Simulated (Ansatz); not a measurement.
Method: DFT PBE, scalar-relativistic, plane waves, PAW (Ansatz). All cells share a 420 eV cutoff and Γ-centred k meshes spaced at most about 0.3 Å⁻¹ (about 0.25 or finer for metals, 2π included). No spin polarisation.

All energies are static (0 K, no zero-point motion).

Two relaxed structures of Zn6O:

A.

```xyz
14
Lattice="5.0774 0.0000 0.0000 -2.5387 4.3971 0.0000 0.0000 0.0000 9.0297" Properties=species:S:1:pos:R:3 pbc="T T T"
Zn    3.2500    2.9121    3.4444
Zn    1.6418    0.1265    1.0704
Zn    3.4356    0.1265    3.4444
Zn    4.1470    1.3586    1.0704
Zn    0.9304    1.3586    3.4444
Zn    1.8273    2.9121    1.0704
Zn    1.6083    3.0386    5.5852
Zn   -1.6083    3.0386    7.9593
Zn    0.7114    1.4851    7.9593
Zn   -0.7114    1.4851    5.5852
Zn   -0.8969    4.2707    5.5852
Zn    0.8969    4.2707    7.9593
O     0.0000    2.9314    2.2574
O     2.5387    1.4657    6.7723
```

B.

```xyz
7
Lattice="2.6223 1.5140 4.2240 -2.6223 1.5140 4.2240 0.0000 -3.0279 4.2240" Properties=species:S:1:pos:R:3 pbc="T T T"
Zn    0.0000    0.0000   10.7023
Zn    0.0000    0.0000    1.9696
Zn    0.0000    1.5140    4.2240
Zn   -1.3111   -0.7570    4.2240
Zn    1.3111   -0.7570    4.2240
Zn    0.0000    0.0000    6.3359
O     0.0000    0.0000    0.0000
```

**Question.** Which would you expect to be lower, and how large is the difference?

**Answer.** A is lower, by 33 meV/atom. A has space group P-31c (No. 163), 14.4 Å³/atom and no gap on its mesh; B has space group R-3m (No. 166), 14.4 Å³/atom and no gap. Counting Zn atoms around O (those within 1.25 times the shortest such distance or 1.15 times the sum of covalent radii, 1.27 where that leaves under three), A has O 6 and B has O 2. Both come from invented guesses. The lowest form computed isn't among them: it has space group P3m1 (No. 156), 14.7 Å³/atom and lies 100 meV/atom below the best shown.

Cells relaxed within their symmetry can be saddle points. Some structure types and database cells were kept out of the candidates from the start, so a known form may be missing.
